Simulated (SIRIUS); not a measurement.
# BP (P6_3/mmc) in SIRIUS: a series of runs, part 2 of 2

SIRIUS 7.10.0. Earlier steps stand in the parts before.

### Step 3. Single point, PBE

Input file sirius.json:

```json
{
  "control": {
    "processing_unit": "cpu",
    "verbosity": 2,
    "num_bands_to_print": 15,
    "print_forces": true,
    "print_stress": true
  },
  "parameters": {
    "electronic_structure_method": "pseudopotential",
    "xc_functionals": ["XC_GGA_X_PBE", "XC_GGA_C_PBE"],
    "gk_cutoff": 7.8,
    "pw_cutoff": 22.1,
    "ngridk": [8, 8, 4],
    "shiftk": [0, 0, 0],
    "smearing": "fermi_dirac",
    "smearing_width": 0.0018374661,
    "num_bands": 15,
    "num_mag_dims": 0,
    "num_dft_iter": 100,
    "energy_tol": 1e-08,
    "density_tol": 1e-06
  },
  "iterative_solver": {
    "type": "davidson",
    "min_tolerance": 1e-09,
    "tolerance_scale": [0.1, 0.25]
  },
  "mixer": {
    "type": "anderson",
    "beta": 0.7,
    "max_history": 8
  },
  "settings": {
    "tol_ne": 1e-10
  },
  "unit_cell": {
    "lattice_vectors": [
      [1.0, 0.0, 0.0],
      [-0.5, 0.866025603402, 0.0],
      [0.0, 0.0, 1.656092057467]
    ],
    "lattice_vectors_scale": 5.7953742845,
    "atom_coordinate_units": "lattice",
    "atom_types": ["B", "P"],
    "atom_files": {
      "B": "B.json",
      "P": "P.json"
    },
    "atoms": {
      "B": [
        [0.0, 0.0, 0.0],
        [0.0, 0.0, 0.5]
      ],
      "P": [
        [0.33333, 0.66667, 0.25],
        [0.66667, 0.33333, 0.75]
      ]
    }
  }
}
```

Potentials or basis: SSSP 1.3.0 PBE efficiency.

Started as:

```bash
> upf_to_json b_pbe_v1.4.uspp.F.UPF
> upf_to_json P.pbe-n-rrkjus_psl.1.0.0.UPF
> OMP_NUM_THREADS=1 sirius.scf --input=sirius.json --output=out.json --task=0
```

The program printed:

```text
[info] SIRIUS version : 7.10.0
[info] number of MPI ranks           : 1
[info] MPI grid                      : 1 1
[info] maximum number of OMP threads : 1
[fft] FFT context for density and potential
[fft] =====================================
[fft]   comm size                             : 1
[fft]   plane wave cutoff                     : 22.1
[fft]   grid size                             : 45 45 72   total : 145800
[fft]   grid limits                           : -22 22   -22 22   -35 36
[fft]   number of G-vectors within the cutoff : 25489
[fft]   local number of G-vectors             : 25489
[fft]   number of G-shells                    : 6899
[fft] FFT context for coarse grid
[fft] =====================================
[fft]   comm size                             : 1
[fft]   plane wave cutoff                     : 15.6
[fft]   grid size                             : 32 32 50   total : 51200
[fft]   grid limits                           : -15 16   -15 16   -24 25
[fft]   number of G-vectors within the cutoff : 8955
[fft]   local number of G-vectors             : 8955
[fft]   number of G-shells                    : 2504
[unit cell] lattice vectors
[unit cell]   a1 :       5.7953742845      0.0000000000      0.0000000000
[unit cell]   a2 :      -2.8976871423      5.0189425117      0.0000000000
[unit cell]   a3 :       0.0000000000      0.0000000000      9.5976733226
[unit cell] reciprocal lattice vectors
[unit cell]   b1 :       1.0841724794      0.6259471286     -0.0000000000
[unit cell]   b2 :       0.0000000000      1.2518942571      0.0000000000
[unit cell]   b3 :       0.0000000000     -0.0000000000      0.6546571337
[unit cell] unit cell volume :       279.16416828 [a.u.^3]
[unit cell] 1/sqrt(omega)    :         0.05985083
[unit cell] MT volume        :         0.00000000 ( 0.00%)
[unit cell] IT volume        :       279.16416828 (100.00%)
[unit cell] number of atom types : 2
[unit cell] type id : 0 symbol :  B mt_radius :  80.685576 num_atoms : 2
[unit cell] type id : 1 symbol :  P mt_radius : 101.184927 num_atoms : 2
[unit cell] total number of atoms : 4
[unit cell] number of symmetry classes : 2
[unit cell] number of PAW atoms : 0
[unit cell] atom id  type id  class id             position                      vector_field
[unit cell] ------------------------------------------------------------------------------------------
[unit cell]      0        0        0      0.00000   0.00000   0.00000      0.00000   0.00000   0.00000
[unit cell]      1        0        0      0.00000   0.00000   0.50000      0.00000   0.00000   0.00000
[unit cell]      2        1        1      0.33333   0.66667   0.25000      0.00000   0.00000   0.00000
[unit cell]      3        1        1      0.66667   0.33333   0.75000      0.00000   0.00000   0.00000
[unit cell] atom id         position (Cartesian, a.u.)
[unit cell] ---------------------------------------------
[unit cell]      0       0.000000    0.000000    0.000000
[unit cell]      1       0.000000    0.000000    4.798837
[unit cell]      2      -0.000029    3.345978    2.399418
[unit cell]      3       2.897716    1.672964    7.198255
[unit cell] class id : 0 atom id : 0 1
[unit cell] class id : 1 atom id : 2 3
[unit cell] minimum bond length:     4.117334
[unit cell] total number of pseudo wave-functions: 16
[sym] space group number   : 11
[sym] international symbol : P2_1/m
[sym] Hall symbol          : -P 2yb
[sym] space group transformation matrix :
[sym]   1.0000  0.0000  0.0000
[sym]   0.0000  0.0000 -1.0000
[sym]   0.0000  1.0000  0.0000
[sym] space group origin shift :
[sym]   0.0000  0.0000  0.0000
[... 296 lines left out ...]
[find] <rho|E^{XC}>                   :      -7.35235466
[find] <mag|B^{XC}>                   :       0.00000000
[find] <rho|V^{H}>                    :       0.88765743
[find] one-electron contribution      :       9.42574605 (Ha),      18.85149210 (Ry)
[find] hartree contribution           :       0.44382872
[find] xc contribution                :      -7.35235466
[find] ewald contribution             :     -22.84340298
[find] PAW contribution               :       0.00000000
[find] smearing (-TS)                 :      -0.00014388
[find] SCF correction                 :      -0.00000011
[find] Total energy                   :     -20.32618298 (Ha),     -40.65236595 (Ry)
[find] Free energy (E-TS)             :     -20.32632686 (Ha),     -40.65265372 (Ry)
[find] band gap (eV)                  :       0.00000000
[find] Efermi                         :       0.41667958
[find] iteration : 10, RMS : 2.988364634963e-08, energy difference : -4.706564027401e-10
[find] Hartree energy of density residual : 9.368196209517e-14
[find] bands are converged : false
[find] iterative solver converged : true
[find] converged after 11 SCF iterations!
[find] Charges and magnetic moments
[find] --------------------------------------------------------------------------------
[find] total charge          : 16.000000
[find] Energy
[find] --------------------------------------------------------------------------------
[find] valence_eval_sum               :       2.83289703
[find] <rho|V^{XC}>                   :      -7.48050645
[find] <rho|E^{XC}>                   :      -7.35235466
[find] <mag|B^{XC}>                   :       0.00000000
[find] <rho|V^{H}>                    :       0.88765743
[find] one-electron contribution      :       9.42574605 (Ha),      18.85149210 (Ry)
[find] hartree contribution           :       0.44382872
[find] xc contribution                :      -7.35235466
[find] ewald contribution             :     -22.84340298
[find] PAW contribution               :       0.00000000
[find] smearing (-TS)                 :      -0.00014388
[find] SCF correction                 :      -0.00000011
[find] Total energy                   :     -20.32618298 (Ha),     -40.65236595 (Ry)
[find] Free energy (E-TS)             :     -20.32632686 (Ha),     -40.65265372 (Ry)
[find] band gap (eV)                  :       0.00000000
[find] Efermi                         :       0.41667958
[ground_state] === stress tensor components [kbar] ===
[ground_state] === stress_kin ===
[ground_state] -6354.634493   -0.008919    0.000000
[ground_state]    -0.008919-6354.643901    0.000000
[ground_state]     0.000000    0.000000-6252.643310
[ground_state] === stress_har ===
[ground_state]  -102.752629    0.012070    0.000000
[ground_state]     0.012070 -102.738504    0.000000
[ground_state]     0.000000    0.000000 -262.258364
[ground_state] === stress_ewald ===
[ground_state]  8201.912991    0.080788    0.000000
[ground_state]     0.080788 8202.007438    0.000000
[ground_state]     0.000000    0.000000 7670.660307
[ground_state] === stress_vloc ===
[ground_state] -1073.839777   -0.089640    0.000000
[ground_state]    -0.089640-1073.944072    0.000000
[ground_state]     0.000000    0.000000 -502.393064
[ground_state] === stress_xc ===
[ground_state]   187.688653    0.000396    0.000000
[ground_state]     0.000396  187.689109    0.000000
[ground_state]     0.000000    0.000000  186.460569
[ground_state] === stress_core ===
[ground_state]  1877.212181   -0.000560    0.000000
[ground_state]    -0.000560 1877.211544    0.000000
[ground_state]     0.000000    0.000000 1869.509543
[ground_state] === stress_nonloc ===
[ground_state] -3373.030304    0.004645    0.000000
[ground_state]     0.004645-3373.025160    0.000000
[ground_state]     0.000000    0.000000-3340.582825
[ground_state] === stress_us ===
[ground_state]   640.486987   -0.000308    0.000000
[ground_state]    -0.000308  640.486660    0.000000
[ground_state]     0.000000    0.000000  640.685363
[ground_state] === stress_us_nl ===
[ground_state] -2732.543317    0.004336    0.000000
[ground_state]     0.004336-2732.538500    0.000000
[ground_state]     0.000000    0.000000-2699.897462
[ground_state] === stress_total ===
[ground_state]     3.043609   -0.001529    0.000000
[ground_state]    -0.001529    3.043115    0.000000
[ground_state]     0.000000    0.000000    9.438219
[ground_state] ==== total Forces in Ha/bohr =====
[ground_state] atom:    0, force:       0.0000000      0.0000000      0.0000000
[ground_state] atom:    1, force:       0.0000000      0.0000000      0.0000000
[ground_state] atom:    2, force:       0.0000016     -0.0000010     -0.0000000
[ground_state] atom:    3, force:      -0.0000016      0.0000010      0.0000000
[ground_state] ==== ultrasoft contribution from Qij =====
[ground_state] atom:    0, force:       0.0000000      0.0000000      0.0000000
[ground_state] atom:    1, force:       0.0000000      0.0000000      0.0000000
[ground_state] atom:    2, force:       0.0000002     -0.0000002      0.0000000
[ground_state] atom:    3, force:      -0.0000002      0.0000002      0.0000000
[ground_state] ==== non-local contribution from Beta-projector =====
[ground_state] atom:    0, force:       0.0000000      0.0000000      0.0000000
[ground_state] atom:    1, force:       0.0000000      0.0000000      0.0000000
[ground_state] atom:    2, force:      -0.0000000     -0.0000000     -0.0000000
[ground_state] atom:    3, force:       0.0000000      0.0000000      0.0000000
[ground_state] ==== contribution from local potential =====
[ground_state] atom:    0, force:       0.0000000      0.0000000      0.0000000
[ground_state] atom:    1, force:       0.0000000      0.0000000      0.0000000
[ground_state] atom:    2, force:      -0.0000142      0.0000085      0.0000000
[ground_state] atom:    3, force:       0.0000142     -0.0000085      0.0000000
[ground_state] ==== contribution from core density =====
[ground_state] atom:    0, force:       0.0000000      0.0000000      0.0000000
[ground_state] atom:    1, force:       0.0000000      0.0000000      0.0000000
[ground_state] atom:    2, force:      -0.0000001      0.0000000      0.0000000
[ground_state] atom:    3, force:       0.0000001     -0.0000000      0.0000000
[ground_state] ==== Ewald forces from ions =====
[ground_state] atom:    0, force:       0.0000000      0.0000000      0.0000000
[ground_state] atom:    1, force:       0.0000000      0.0000000      0.0000000
[ground_state] atom:    2, force:       0.0000157     -0.0000094      0.0000000
[ground_state] atom:    3, force:      -0.0000157      0.0000094      0.0000000
[~DFT_ground_state] local op. applied: 42081
[~DFT_ground_state] evp. work count: 11927.9
[~DFT_ground_state] number of iterative solver steps: 3756
```

Run time: 63 s. Hardware: 1 thread of Arm Neoverse V1, shared host; peak memory 0.75 GiB.

What came out:

```yaml
Free_energy: -553.1075 eV
Pressure: -0.5 GPa
Band_gap_on_the_k_mesh: none (metal or under the smearing width)
```

Stress tensor (GPa, compression positive):
```
-0.30  0.00  0.00
 0.00 -0.30  0.00
 0.00  0.00 -0.94
```
